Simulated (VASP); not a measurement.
BaTiO3:

```
Ba Ti O
1.0
     4.04774    0.00000    0.00000
     0.00000    4.04774    0.00000
     0.00000    0.00000    4.27827
Ba Ti O
1 1 3
Direct
  0.00000 0.00000 0.99059
  0.50000 0.50000 0.47172
  0.50000 0.50000 0.04169
  0.50000 0.00000 0.51950
  0.00000 0.50000 0.51950
```

The cell isn't the ideal one: a relaxed cell with its volume scaled by 1.04.

| Property | Result |
| --- | --- |
| Program | VASP 6.6.1 |
| Task | relaxation of shape and atoms at fixed volume |
| Functional | PBE |
| Potentials or basis | VASP PAW PBE potentials, release 64 (Ba_sv, Ti_sv, O) |
| Cutoff | 600 eV |
| k mesh | 8 × 8 × 8 |
| Occupations | gaussian, width 0.03 eV |
| Spin | no spin polarisation |

At the start: pressure -5.5 GPa; volume 14.02 Å³/atom.

Where does the relaxation end?

Over 16 steps the energy falls by 4.8 meV/atom; space group P4mm (No. 99, to 0.05 Å).

Step by step:
| step | energy change (eV) | largest force (eV/Å) | pressure (GPa) |
| --- | --- | --- | --- |
| 1 | 0.0000 | 0.4865 | -5.52 |
| 2 | -0.0087 | 0.1300 | -4.36 |
| 3 | -0.0089 | 0.0875 | -4.50 |
| 4 | -0.0144 | 0.0876 | -4.10 |
| 5 | -0.0204 | 0.0979 | -3.07 |
| 6 | -0.0204 | 0.1105 | -2.94 |
| 7 | -0.0221 | 0.1134 | -3.09 |
| 8 | -0.0221 | 0.1209 | -3.09 |
| 9 | -0.0232 | 0.0730 | -2.95 |
| 10 | -0.0234 | 0.0664 | -2.85 |
| 11 | -0.0238 | 0.0440 | -2.80 |
| 12 | -0.0240 | 0.0053 | -2.69 |
| 13 | -0.0241 | 0.0260 | -2.69 |
| 14 | -0.0241 | 0.0251 | -2.69 |
| 15 | -0.0241 | 0.0175 | -2.65 |
| 16 | -0.0241 | 0.0077 | -2.60 |

Final structure:
```xyz
5
Lattice="3.9920 0.0000 0.0000 0.0000 3.9920 0.0000 0.0000 0.0000 4.3987" Properties=species:S:1:pos:R:3 pbc="T T T"
Ba    0.0000    0.0000    4.3031
Ti    1.9960    1.9960    2.0390
O     1.9960    1.9960    0.2421
O     1.9960    0.0000    2.3008
O     0.0000    1.9960    2.3008
```
